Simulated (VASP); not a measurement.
## HfO2: relaxation of cell and atoms with LDA

The system is HfO2.

```xyz
6
Lattice="3.6043 0.0000 0.0000 0.0000 3.6043 0.0000 0.0000 0.0000 5.2636" Properties=species:S:1:pos:R:3 pbc="T T T"
Hf    1.8022    1.8022    2.6318
Hf    0.0000    0.0000    0.0000
O     0.0000    1.8022    3.6492
O     1.8022    0.0000    4.2461
O     1.8022    0.0000    1.6144
O     0.0000    1.8022    1.0174
```

Measurements of this composition are mostly on another form, of space group No. 14.

```yaml
Program: VASP 6.6.1
Task: relaxation of cell and atoms
Functional: LDA
Potentials_or_basis: VASP PAW LDA potentials, release 64 (Hf_pv, O)
Cutoff: 600 eV
k_mesh: 6 × 6 × 4
Occupations: fermi-dirac, width 0.05 eV
Spin: no spin polarisation
Further_INCAR_settings: ALGO = Normal; EDIFF = 1e-07; IBRION = 2; EDIFFG = -0.02; NSW = 40; ISIF = 3
```

- Relaxed volume: 10.50 Å³/atom
- Relaxed cell: a = 3.523 Å, b = 3.523 Å, c = 5.074 Å, α = 90.00°, β = 90.00°, γ = 90.00°
- Space group after relaxing (to 0.05 Å): P4_2/nmc (No. 137)
- Energy gained by relaxing: 46.7 meV/atom
- Ionic steps: 13
- Pressure after relaxing: 0.1 GPa
- Largest force after relaxing: 0.014 eV/Å
- Band gap on the k mesh: 4.53 eV, indirect (least direct gap 4.65 eV)

Forces on the atoms (eV/Å):
```
Hf   0.000  0.000  0.000
Hf   0.000  0.000  0.000
O    0.000  0.000  0.014
O    0.000  0.000 -0.014
O    0.000  0.000 -0.014
O    0.000  0.000  0.014
```

Stress tensor (GPa, compression positive):
```
 0.11  0.00  0.00
 0.00  0.11  0.00
 0.00  0.00 -0.03
```

Step by step:
```tsv
step	energy change (eV)	largest force (eV/Å)	pressure (GPa)	volume (Å³)
1	0.0000	0.1506	-16.34	68.38
2	0.4546	1.1372	37.25	57.51
3	-0.2397	0.2578	-0.71	64.09
4	-0.2399	0.2702	-0.24	63.98
5	-0.2398	0.2796	0.15	63.89
6	-0.2542	0.2418	0.26	63.66
7	-0.2668	0.1451	0.92	62.95
8	-0.2679	0.1646	0.72	63.11
9	-0.2773	0.0602	-0.61	63.25
10	-0.2786	0.0115	-1.25	63.32
11	-0.2793	0.0123	0.86	62.78
12	-0.2801	0.0119	-0.02	63.01
13	-0.2802	0.0139	0.07	62.98
```

Final structure:
```
Hf O
1.0
     3.52315    0.00000    0.00000
     0.00000    3.52315    0.00000
     0.00000    0.00000    5.07359
Hf O
2 4
Direct
  0.50000 0.50000 0.50000
  0.00000 0.00000 0.00000
  0.00000 0.50000 0.70545
  0.50000 0.00000 0.79455
  0.50000 0.00000 0.29455
  0.00000 0.50000 0.20545
```

Levels at points of the mesh, in eV from the valence-band top:
| k point | band 20 | band 21 | band 22 | band 23 | band 24 | band 25 |
| --- | --- | --- | --- | --- | --- | --- |
| (0.00, 0.00, 0.00) | -0.14 | -0.14 | -0.13 | 4.53 | 4.55 | 5.65 |
| (0.50, 0.00, 0.00) | -1.55 | -0.16 | -0.16 | 5.00 | 5.00 | 6.10 |
| (0.50, 0.50, 0.00) | -0.93 | -0.35 | -0.35 | 5.41 | 5.41 | 6.14 |
| (0.00, 0.00, 0.50) | -0.54 | -0.05 | -0.05 | 5.27 | 5.27 | 5.54 |
| (0.50, 0.00, 0.50) | -1.44 | -1.10 | -1.10 | 5.18 | 5.18 | 5.47 |
| (0.50, 0.50, 0.50) | -1.38 | 0.00 | 0.00 | 5.93 | 5.93 | 6.08 |

Wall time 43 s on 8 MPI ranks on AMD EPYC 9R45 96-Core Processor (Zen 5), on a shared host, peak memory 0.23 GiB a rank.

Caveat: spin-orbit coupling is left out, which moves the levels of the heavy elements. As with any semilocal functional, this LDA gap is likely too small.
